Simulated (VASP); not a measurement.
# GaSb (I-4m2) in VASP: single point with LDA

Aim: the single point of GaSb with LDA.

All numbers are computed with VASP 6.6.1; they aren't measurements. Logs are shortened: lines on timing, memory, paths and dates and some standing lists are left out, and cuts for length are marked.

## Step 1: The structure

It takes space group I-4m2 (No. 119, tetragonal). Conventional cell: a = 5.507 Å, b = 5.507 Å, c = 3.181 Å, α = 90.00°, β = 90.00°, γ = 90.00°. Ga (site symmetry -4m2) has 4 Sb at 2.87 Å and 2 Ga at 3.18 Å as nearest neighbours. Sb (site symmetry -4m2) has 4 Ga at 2.87 Å and 2 Sb at 3.18 Å as nearest neighbours.

Measurements of this composition are mostly on another form, of space group No. 216.

## Step 2: Single point, LDA

INCAR

```
PREC     = Accurate       # precision mode
ENCUT    = 520            # plane-wave cutoff, eV
EDIFF    = 1E-7           # SCF threshold, eV
ISMEAR   = 0              # smearing method
SIGMA    = 0.15           # smearing width, eV
LREAL    = False          # projectors in reciprocal space
LASPH    = True           # aspherical terms in the spheres
NELM     = 100            # most SCF steps
ALGO     = Fast           # electronic algorithm
ISIF     = 2              # what is computed and relaxed
LWAVE    = False          # write WAVECAR
LCHARG   = False          # write CHGCAR
GGA      = CA             # functional
NBANDS   = 16             # bands
```

KPOINTS

```
Automatic mesh
0
Gamma
  18 18 18
```

POSCAR

```
GaSb
1.0
   -2.7534340000      2.7534340000      1.5907070000
    2.7534340000     -2.7534340000      1.5907070000
    2.7534340000      2.7534340000     -1.5907070000
Ga Sb
1 1
Direct
    0.2500000000      0.7500000000      0.5000000000
    0.0000000000      0.0000000000      0.0000000000
```

Potentials or basis: VASP PAW LDA potentials, release 64 (Ga_d, Sb).

Command:

```console
cat potpaw_LDA.64/Ga_d/POTCAR potpaw_LDA.64/Sb/POTCAR > POTCAR
mpirun -np 1 vasp_std > vasp.out
```

OUTCAR:

```text
PREC = Accurate
   ENCUT = 520
   EDIFF = 1E-7
   ISMEAR = 0
   LREAL = False
   LASPH = True
   NELM = 100
   ISIF = 2
   GGA = CA

 ion  position               nearest neighbor table
   1  0.250  0.750  0.500-   2 2.87   2 2.87   2 2.87   2 2.87
   2  0.000  0.000  0.000-   1 2.87   1 2.87   1 2.87   1 2.87

  LATTYP: Found a body centered tetragonal cell.
 ALAT       =     5.5068680000
 C/A-ratio  =     0.5777174975

  Lattice vectors:

 A1 = (  -2.7534340000,   2.7534340000,   1.5907070000)
 A2 = (   2.7534340000,  -2.7534340000,   1.5907070000)
 A3 = (   2.7534340000,   2.7534340000,  -1.5907070000)

Analysis of symmetry for initial positions (statically):
=====================================================================
 Subroutine PRICEL returns:
 Original cell was already a primitive cell.

 Routine SETGRP: Setting up the symmetry group for a
 body centered tetragonal supercell.

 Subroutine GETGRP returns: Found  8 space group operations
 (whereof  8 operations were pure point group operations)
 out of a pool of 16 trial point group operations.

The static configuration has the point symmetry D_2d.

Analysis of symmetry for dynamics (positions and initial velocities):
=====================================================================
 Subroutine PRICEL returns:
 Original cell was already a primitive cell.

 Routine SETGRP: Setting up the symmetry group for a
 body centered tetragonal supercell.

 Subroutine GETGRP returns: Found  8 space group operations
 (whereof  8 operations were pure point group operations)
 out of a pool of 16 trial point group operations.

The dynamic configuration has the point symmetry D_2d.

 Subroutine INISYM returns: Found  8 space group operations
 (whereof  8 operations are pure point group operations),
 and found     1 'primitive' translations

----------------------------------------------------------------------------------------

                                     Primitive cell

  volume of cell :      48.2391

  direct lattice vectors                    reciprocal lattice vectors
    -2.753434000  2.753434000  1.590707000     0.000000000  0.181591424  0.314325643
     2.753434000 -2.753434000  1.590707000     0.181591424  0.000000000  0.314325643
     2.753434000  2.753434000 -1.590707000     0.181591424  0.181591424  0.000000000

  length of vectors
     4.206322187  4.206322187  4.206322187     0.363009717  0.363009717  0.256809054

  position of ions in fractional coordinates (direct lattice)
     0.250000000  0.750000000  0.500000000
     0.000000000  0.000000000  0.000000000

  ion indices of the primitive-cell ions
   primitive index   ion index
                 1           1
                 2           2

----------------------------------------------------------------------------------------

 KPOINTS: Automatic mesh

Automatic generation of k-mesh.
 Grid dimensions read from file:
 generate k-points for:   18   18   18

 Generating k-lattice:

  Cartesian coordinates                     Fractional coordinates (reciprocal lattice)
     0.000000000  0.010088412  0.017462536     0.055555556 -0.000000000  0.000000000
     0.010088412  0.000000000  0.017462536    -0.000000000  0.055555556  0.000000000
     0.010088412  0.010088412  0.000000000     0.000000000  0.000000000  0.055555556

  Length of vectors
     0.020167207  0.020167207  0.014267170

  Shift w.r.t. Gamma in fractional coordinates (k-lattice)
     0.000000000  0.000000000  0.000000000

 Subroutine IBZKPT returns following result:
 ===========================================

 Found    480 irreducible k-points:

 Following reciprocal coordinates:
            Coordinates               Weight
  0.000000  0.000000  0.000000      1.000000
  0.055556  0.000000 -0.000000      8.000000
  0.111111  0.000000 -0.000000      8.000000
  0.166667  0.000000 -0.000000      8.000000
  0.222222 -0.000000  0.000000      8.000000
  0.277778  0.000000 -0.000000      8.000000
[... 16 lines left out ...]
 -0.277778  0.055556  0.000000     16.000000
 -0.222222  0.055556  0.000000     16.000000
 [... further k-points ...]
   k-points           NKPTS =    480   k-points in BZ     NKDIM =    480   number of bands    NBANDS=     16
   number of dos      NEDOS =    301   number of ions     NIONS =      2
   total plane-waves  NPLWV =  32768
   dimension x,y,z NGX =    32 NGY =   32 NGZ =   32
   dimension x,y,z NGXF=    64 NGYF=   64 NGZF=   64
   ions per type =               1   1
   NGX,Y,Z   is equivalent  to a cutoff of  12.65, 12.65, 12.65 a.u.
   NGXF,Y,Z  is equivalent  to a cutoff of  25.29, 25.29, 25.29 a.u.
 SYSTEM =  unknown system
   PREC   = accura    normal or accurate (medium, high low for compatibility)
   ISTART =      0    job   : 0-new  1-cont  2-samecut
   ICHARG =      2    charge: 1-file 2-atom 10-const
   ISPIN  =      1    spin polarized calculation?
   LNONCOLLINEAR =      F non collinear calculations
   LSORBIT =      F    spin-orbit coupling
   LASPH  =      T    aspherical Exc in radial PAW
   ENCUT  =  520.0 eV  38.22 Ry    6.18 a.u.   7.82  7.82  7.82*2*pi/ulx,y,z
   NELM   =    100;   NELMIN=  2; NELMDL= -5     # of ELM steps
   EDIFF  = 0.1E-06   stopping-criterion for ELM
   LREAL  =      F    real-space projection
   EDIFFG = 0.1E-05   stopping-criterion for IOM
   NSW    =      0    number of steps for IOM
   IBRION =     -1    ionic relax: 0-MD 1-quasi-New 2-CG
   NFREE  =      0    steps in history (QN), initial steepest desc. (CG)
   ISIF   =      2    stress and relaxation
   ISYM   =      2    0-nonsym 1-usesym 2-fastsym
   POTIM  = 0.5000    time-step for ionic-motion
   TEBEG  =    0.0;   TEEND  =   0.0 temperature during run
   PSTRESS=    0.0 pullay stress
   NELECT =      18.0000    total number of electrons
   NUPDOWN=      -1.0000    fix difference up-down
   EMIN   =  10.00;   EMAX   =-10.00  energy-range for DOS
   EFERMI =   0.00;   METHOD = LEGACY
   ISMEAR =     0;   SIGMA  =   0.15  broadening in eV -4-tet -1-fermi 0-gaus
   EFERMI_NEDOS =   21; number of points for ismear=-14 and -15
   IALGO  =     68    algorithm
   IMIX   =      4    mixing-type and parameters
     AMIX     =   0.40;   BMIX     =  1.00
     AMIX_MAG =   1.60;   BMIX_MAG =  1.00
  volume/ion in A,a.u.               =      24.12       162.77
  Fermi-wavevector in a.u.,A,eV,Ry     =   1.178598  2.227228 18.899772  1.389094
  Thomas-Fermi vector in A             =   2.314924
   LORBIT       =      0    0 simple, 1 ext, 2 COOP (PROOUT), +10 PAW based schemes
   GGA     = CA    functional components
   LHFCALC =     F    Hartree Fock is set to
   AEXX    =    0.0000 exact exchange contribution
   IVDW    =     0    specifies the selected vdW correction
   LEPSILON=     F    determine dielectric tensor
   LRPA    =     F    only Hartree local field effects (RPA)
 non-spin polarized calculation
 RMM-DIIS sequential band-by-band and
 Gauss-broadening in eV      SIGMA  =   0.15
  energy-cutoff  :      520.00
  volume of cell :       48.24
 maximum number of plane-waves:      1318
   NGX = 15   NGY = 15   NGZ = 15

 number of electron      17.9999994 magnetization

 Free energy of the ion-electron system (eV)
  ---------------------------------------------------
  ext. energy  EPLUGINS =         0.00000000
  ---------------------------------------------------
  free energy    TOTEN  =        -8.33238762 eV

  energy without entropy =       -8.32252732  energy(sigma->0) =       -8.32745747

 E-fermi :   6.3850     XC(G=0): -10.4566

 val. band max:        6.3664190071   @ k =   0.4444   0.3333   0.0556
 cond. band min:       6.3874440323   @ k =   0.5000   0.5000   0.0000
 fundamental gap:      0.0210250252
 Fermi energy:         6.3850343801

 k-point     1 :       0.0000    0.0000    0.0000
  band No.  band energies     occupation
      1      -8.6520      2.00000
      2      -8.5696      2.00000
      3      -8.5619      2.00000
      4      -8.5409      2.00000
      5      -8.5409      2.00000
      6      -5.5750      2.00000
[... 8 lines left out ...]
     15      16.0542      0.00000
     16      16.9416      0.00000

 k-point     2 :       0.0556    0.0000   -0.0000
  band No.  band energies     occupation
      1      -8.6481      2.00000
      2      -8.5700      2.00000
      3      -8.5613      2.00000
      4      -8.5425      2.00000
      5      -8.5425      2.00000
      6      -5.5164      2.00000
[... 8 lines left out ...]
     15      16.3306      0.00000
     16      16.7045      0.00000

 k-point     3 :       0.1111    0.0000   -0.0000
  band No.  band energies     occupation
      1      -8.6368      2.00000
      2      -8.5712      2.00000
      3      -8.5597      2.00000
      4      -8.5472      2.00000
      5      -8.5470      2.00000
      6      -5.3408      2.00000
[... 8 lines left out ...]
     15      15.5562      0.00000
     16      16.0480      0.00000

 k-point     4 :       0.1667    0.0000   -0.0000
  band No.  band energies     occupation
      1      -8.6195      2.00000
      2      -8.5731      2.00000
      3      -8.5590      2.00000
      4      -8.5541      2.00000
      5      -8.5522      2.00000
      6      -5.0496      2.00000
[... 8 lines left out ...]
     15      14.8144      0.00000
     16      15.8400      0.00000

 k-point     5 :       0.2222   -0.0000    0.0000
  band No.  band energies     occupation
      1      -8.5992      2.00000
      2      -8.5757      2.00000
      3      -8.5656      2.00000
      4      -8.5618      2.00000
      5      -8.5510      2.00000
      6      -4.6461      2.00000
[... 8 lines left out ...]
     15      14.2257      0.00000
     16      16.0112      0.00000

 k-point     6 :       0.2778    0.0000   -0.0000
  band No.  band energies     occupation
      1      -8.5871      2.00000
      2      -8.5749      2.00000
      3      -8.5741      2.00000
      4      -8.5649      2.00000
      5      -8.5474      2.00000
      6      -4.1369      2.00000
[... 8 lines left out ...]
     15      13.7964      0.00000
     16      16.4143      0.00000
[... 267 lines left out ...]
 k-point    21 :      -0.3889    0.0556   -0.0000
  band No.  band energies     occupation
      1      -8.5941      2.00000
      2      -8.5841      2.00000
      3      -8.5747      2.00000
      4      -8.5484      2.00000
      5      -8.5423      2.00000
      6      -3.3692      2.00000
[... 8 lines left out ...]
     15      14.4567      0.00000
     16      16.8022      0.00000

 k-point    22 :      -0.3333    0.0556    0.0000
  band No.  band energies     occupation
      1      -8.5891      2.00000
      2      -8.5756      2.00000
      3      -8.5738      2.00000
      4      -8.5640      2.00000
      5      -8.5457      2.00000
      6      -3.9844      2.00000
[... 8 lines left out ...]
     15      14.1336      0.00000
     16      16.2550      0.00000

 k-point    23 :      -0.2778    0.0556    0.0000
  band No.  band energies     occupation
      1      -8.5988      2.00000
      2      -8.5779      2.00000
      3      -8.5659      2.00000
      4      -8.5612      2.00000
      5      -8.5491      2.00000
      6      -4.5151      2.00000
[... 8 lines left out ...]
     15      14.4689      0.00000
     16      15.8557      0.00000

 k-point    24 :      -0.2222    0.0556    0.0000
  band No.  band energies     occupation
      1      -8.6187      2.00000
      2      -8.5753      2.00000
      3      -8.5591      2.00000
      4      -8.5538      2.00000
      5      -8.5505      2.00000
      6      -4.9432      2.00000
[... 8 lines left out ...]
     15      14.9741      0.00000
     16      15.7135      0.00000

 [... further k-points ...]

------------------------ aborting loop because EDIFF is reached ----------------------------------------

  FORCE on cell =-STRESS in cart. coord.  units (eV):
  Direction    XX          YY          ZZ          XY          YZ          ZX
  --------------------------------------------------------------------------------------
  -------------------------------------------------------------------------------------
  Total       -1.2023485     -1.2023485     -1.3339281      0.0000000      0.0000000      0.0000000
  in kB      -39.9338720    -39.9338720    -44.3040556      0.0000000      0.0000000      0.0000000
  external PRESSURE =     -41.3905999 kB  Pullay stress =       0.0000000 kB

 VOLUME and BASIS-vectors are now :
 -----------------------------------------------------------------------------
  energy-cutoff  :      520.00
  volume of cell :       48.24
      direct lattice vectors                 reciprocal lattice vectors
    -2.753434000  2.753434000  1.590707000     0.000000000  0.181591424  0.314325643
     2.753434000 -2.753434000  1.590707000     0.181591424  0.000000000  0.314325643
     2.753434000  2.753434000 -1.590707000     0.181591424  0.181591424  0.000000000

 POSITION                                       TOTAL-FORCE (eV/Angst)
 -----------------------------------------------------------------------------------
      2.75343      0.00000      0.79535         0.000000     -0.000000     -0.000000
      0.00000      0.00000      0.00000        -0.000000      0.000000      0.000000
 -----------------------------------------------------------------------------------
    total drift:                               -0.000000      0.000000     -0.000000

  FREE ENERGIE OF THE ION-ELECTRON SYSTEM (eV)
  ---------------------------------------------------
  free  energy   TOTEN  =        -8.3323876171 eV

  energy  without entropy=       -8.3225273188  energy(sigma->0) =       -8.32745747
```

Run time: 5.4 min. Hardware: 1 thread of Intel Xeon Platinum 8488C (Sapphire Rapids), shared host; peak memory 0.46 GiB.

Results:

| Property | Result |
| --- | --- |
| Free energy | -8.3324 eV |
| Pressure | -4.1 GPa |
| Band gap on the k mesh | none (metal or under the smearing width) |

Stress tensor (GPa, compression positive):
```
-3.99  0.00  0.00
 0.00 -3.99  0.00
 0.00  0.00 -4.43
```

Levels at points of the mesh, in eV from the Fermi level:
```
           k point  band 5  band 6  band 7  band 8  band 9  band 10  band 11  band 12  band 13  band 14
(0.00, 0.00, 0.00)  -14.93  -11.96   -3.04   -1.86   -1.86     3.49     4.91     7.01     7.01     7.35
(0.50, 0.00, 0.00)  -14.90   -8.36   -5.62   -2.49   -1.48    -1.16     2.44     3.22     5.07     8.01
(0.50, 0.50, 0.00)  -14.92  -10.50   -8.04    0.00    1.77     2.08     2.33     4.48     6.45     8.31
(0.50, 0.50, 0.50)  -14.92   -9.36   -5.97   -4.93   -4.93     3.39     4.89    10.21    10.21    12.21
```

The run has no spin-orbit coupling, so splittings on Sb are missing.
